Q: I have eight vibrations of gallium nitride, shuffled, with frequencies from roughly 140 to 700 cm⁻¹. Each is to get its label back. Where do I start?

Harmonic phonon frequencies of GaN (P6_3mc, four-atom cell relaxed at zero pressure with the same settings), computed with ABINIT 10.8.3 using the LDA, PseudoDojo NC SR LDA v0.4.1 standard pseudopotentials, a 979.61 eV plane-wave cutoff and a 4×4×4 k mesh. Phonon q row 1 is the point M, q = (0.5, 0, 0) in units of the reciprocal lattice vectors. Candidates: 4, 10, 6, 1, 8, 9, 5, 12.

```
row  phonon q row (row)  phonon frequency (cm⁻¹)
  A                   1                    642.9
  B                   1                    589.7
  C                   1                    238.9
  D                   1                    609.7
  E                   1                    701.8
  F                   1                    137.3
  G                   1                    307.8
  H                   1                    319.0
```

A: Start with what the labels mean. The crystal has twelve vibrations at this wave vector, numbered by rising frequency, and the labels to be handed out are 1, 4, 5, 6, 8, 9, 10 and 12. A label is therefore a place on a ladder. It doesn't name a kind of motion.

Q: Then I only have to sort. F is lowest, then C, G, H, B, D, A and E.

A: That settles the places, and it takes no physics. A better question is what you could say of a mode if you had its frequency but no list of places. Look at the steps between your sorted values.

Q: There is a large hole between H at 319.0 and B at 589.7 cm⁻¹. It is more than twice as wide as any other step among the eight. Four modes lie below it and four above.

A: That hole is the physics in these data. To see where it comes from, count what can move. The repeating cell holds two gallium and two nitrogen atoms, and each atom can move in three directions. That makes six coordinates for gallium and six for nitrogen, hence twelve vibrations.

Q: But all the atoms are bonded to each other. Why should the vibrations sort themselves by element?

A: Because the atoms differ so much in mass. Gallium has about 70 atomic mass units and nitrogen about 14, a factor of five. When a stiff bond joins a heavy atom to a light one, the light atom does most of the moving in the fast vibrations. In the slow ones the heavy atom moves, and the light one has ample time to follow.

Q: Can I turn that into a number?

A: Yes, if you keep only the forces between neighbouring gallium and nitrogen atoms. Each atom has four bonds, and each bond pulls equally hard on both its ends. Averaged over directions, a displaced gallium atom then feels the same restoring constant K as a displaced nitrogen atom. An atom of mass m that moves while its neighbours stay still vibrates with the angular frequency ω given by

ω² = K / m

Since K is the same for both elements, it drops out of the ratio:

ω(N) / ω(Ga) = √(m(Ga) / m(N)) = √(70 / 14) ≈ 2.2

So a mass ratio of five should set the two groups of vibrations apart by a factor of a little over two.

Q: Then F, C, G and H are mainly gallium motion, and B, D, A and E mainly nitrogen motion. How sure is that?

A: There are three degrees of certainty here. The side of the hole on which each mode lies is plain from the values. That the lower side belongs mainly to gallium and the upper side to nitrogen is argued from the masses, and for so large a mass ratio the argument is strong. The exact pattern of motion within each group stays ambiguous, because several patterns could have similar frequencies.

Q: And the places, if I had no list?

A: They would be partly open. If six modes belong below the hole and you hold four of them, F could be first, second or third on the ladder. In the same way, E could be tenth, eleventh or twelfth. Only the list of labels closes these choices, so F is 1, C is 4, G is 5 and H is 6, followed by B as 8, D as 9, A as 10 and E as 12.

The rows with their labels:

```
row  phonon q row (row)  phonon frequency (cm⁻¹)
  1                   1                    137.3
  2                   1                    184.9
  3                   1                    196.4
  4                   1                    238.9
  5                   1                    307.8
  6                   1                    319.0
  7                   1                    578.1
  8                   1                    589.7
  9                   1                    609.7
 10                   1                    642.9
 11                   1                    683.2
 12                   1                    701.8
```

Q: The full ladder does have six modes below the hole and six above. The hole has shrunk a little, though.

A: Row 7 was hidden, and it forms the upper edge. The true gap at this wave vector runs from 319.0 to 578.1 cm⁻¹, a width of 259 cm⁻¹. The next largest step in the table is only 69 cm⁻¹. The ladder is thus broken in one place, exactly halfway up.

Q: Does the factor of 2.2 hold?

A: Compare the root mean square frequencies of the two groups, since the model deals in squared frequencies. They are 240 cm⁻¹ for the lower six and 636 cm⁻¹ for the upper six, a ratio of 2.65. The computed ratio is about 19 percent above the estimate, which used only the two masses and none of the twelve frequencies. The output printed after this text gives the comparison together with all the steps.

Q: Why is the real separation larger than the masses suggest?

A: The estimate lets one atom move while its neighbours stand still, and real neighbours don't. In the slow vibrations nitrogen goes along with gallium, so the bonds are strained less and the frequency drops. In the fast ones gallium recoils against nitrogen, which strains the bonds more and raises the frequency. Within the model this can only push the groups apart, so 2.2 is its lower bound. Forces between like atoms and long-range electric forces, which the model leaves out, also shift the ratio.

Q: Does the gap matter to anyone who builds transistors from this material?

A: It bears on how they get rid of heat. Fast electrons in the channel give their energy mainly to one type of optical phonon, a quantum of vibration with a wave vector near zero and a frequency of roughly 740 cm⁻¹, a recalled value. Such a phonon commonly decays into two others with opposite wave vectors. At the point M, the wave vector of this table, opposite wave vectors are equivalent, so both partners can be read from the same ladder.

Q: Two phonons from the lower group would give at most twice 319.0, or 638 cm⁻¹. That is about 100 cm⁻¹ short.

A: So at M the energy can't pass into two slow gallium vibrations in one step. One partner has to come from the upper group, and the cheapest such pair, rows 7 and 1, adds up to 715 cm⁻¹. That is close to 740 but not equal to it, and since energy must balance, actual decays will mostly use other wave vectors. Most of the energy then remains in a fast nitrogen vibration and needs a further step to leave it. How much this delays cooling depends on the other wave vectors as well, where the gap may be narrower.

Q: Is the gap now proof that the masses are the cause?

A: It is good support, but the count of six and six alone doesn't decide it. A crystal with this structure and equal masses would also have softer modes, in which neighbours move together, and stiffer ones, in which they move against each other. The test would be to keep the computed forces and change the mass of nitrogen in the equations of motion. If the mass argument is right, a heavier nitrogen atom should bring the upper group down much more than the lower one. That test hasn't been made here.

Q: One thing still puzzles me. The lower group looks much more spread out than the upper one.

A: In relative terms it is. From the lowest to the highest mode, the frequency rises by a factor of 2.3 in the lower group but only 1.2 in the upper. The likely reason lies in what each kind of motion does to the bonds. Nitrogen sits in a nearly regular cage of four gallium atoms, so it meets similar resistance whichever way it moves.

Q: And gallium sits in a cage of four nitrogen atoms. Shouldn't the same hold for it?

A: It would if the nitrogen atoms stood still, but they are light and follow. What remains of the strain then depends on how neighbouring gallium atoms move relative to each other. If they slide past one another, mostly the angles between bonds change, which costs little energy. If they approach each other, the bonds themselves are squeezed, which costs far more. The same heavy atoms can therefore vibrate slowly or fairly fast.

Q: So could I call row 1 a bending mode and row 6 a stretching mode?

A: As a tendency, yes, but as an assignment it would be a guess, because the table gives frequencies and not the patterns in which the atoms move. Rows 5 and 6 call for extra care, since they lie only 11 cm⁻¹ apart. This is a density functional calculation with a coarse k mesh, and a finer mesh might change which of two such motions comes lower. The labels 5 and 6 would still follow the order of frequency, while the motions behind them could have traded places.

The analysis program printed:

```
Steps up the ladder of modes at M:
  row  frequency in 1/cm  step from the row below in 1/cm
    1              137.3                              n/a
    2              184.9                             47.6
    3              196.4                             11.5
    4              238.9                             42.5
    5              307.8                             68.9
    6                319                             11.2
    7              578.1                            259.1
    8              589.7                             11.6
    9              609.7                               20
   10              642.9                             33.2
   11              683.2                             40.3
   12              701.8                             18.6
Number of shown modes below the gap: 4
Number of shown modes above the gap: 4
Gap between rows 6 and 7 in 1/cm: 259.1
Gap as seen in the eight shown values in 1/cm: 270.7
Second largest step in the full table in 1/cm: 68.9
Highest over lowest frequency in the lower group: 2.323
Highest over lowest frequency in the upper group: 1.214
Root mean square frequency of the lower group in 1/cm: 239.9
Root mean square frequency of the upper group in 1/cm: 635.9
Computed ratio of the two group frequencies: 2.651
Ratio expected from the masses alone: 2.236
Computed ratio over the ratio from the masses: 1.186
Twice the top of the lower group in 1/cm: 638
Lowest upper mode plus lowest lower mode in 1/cm: 715.4
Lowest upper mode plus highest lower mode in 1/cm: 897.1
```
